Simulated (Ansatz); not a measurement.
Input of an Ansatz 0.2.0 run:

input.yaml

```yaml
crystal:
  lattice:
    - [3.169, 0.0, 0.0]
    - [-1.5845, 2.7444345046, 0.0]
    - [0.0, 0.0, 12.324]
  atoms:
    - { symbol: Mo, position: [0.6666666667, 0.3333333333, 0.75] }
    - { symbol: Mo, position: [0.3333333333, 0.6666666667, 0.25] }
    - { symbol: S, position: [0.6666666667, 0.3333333333, 0.377] }
    - { symbol: S, position: [0.3333333333, 0.6666666667, 0.877] }
    - { symbol: S, position: [0.6666666667, 0.3333333333, 0.123] }
    - { symbol: S, position: [0.3333333333, 0.6666666667, 0.623] }
hamiltonian:
  xc: lda
  pseudopotentials: { kind: paw }
kpoints:
  mp_grid: { grid: [10, 10, 3] }
scf:
  occupations: { method: fermi_dirac, width: 0.05 }
  n_extra_bands: 15
output:
  forces: true
  stress: true
  eigenvalues: true
  dos: { projected: true, de: 0.05, nscf_kmesh: { grid: [15, 15, 5] } }
```

Potentials or basis: Ansatz PAW.

Run with:

```bash
$ ansatz run input.yaml --threads 2 --pin off --max-ram 5632MiB --backend cpu --events-out ev --progress --plain --runs-dir out
```

**Question.** What does it give for the band gap on the k mesh?

**Answer.** 0.85 eV, indirect (least direct gap 1.86 eV).

**Question.** Predict the largest force.

**Answer.** 0.481 eV/Å.

Forces on the atoms (eV/Å):
```
Mo   0.000  0.000  0.000
Mo   0.000  0.000  0.000
S    0.000  0.000 -0.481
S    0.000  0.000 -0.481
S    0.000  0.000  0.481
S    0.000  0.000  0.481
```

Caveat: odd divisions of the mesh miss points on the zone boundary, where band edges often lie, so the gap on the mesh can be too wide; the PAW data sets come from PBE, with cores solved anew for the run's functional, which leaves a small shift of forces and pressure; the density of states is complete only up to the lowest level of the last band computed.

The gap isn't set beside the measured one, since this odd mesh misses points on the zone boundary.
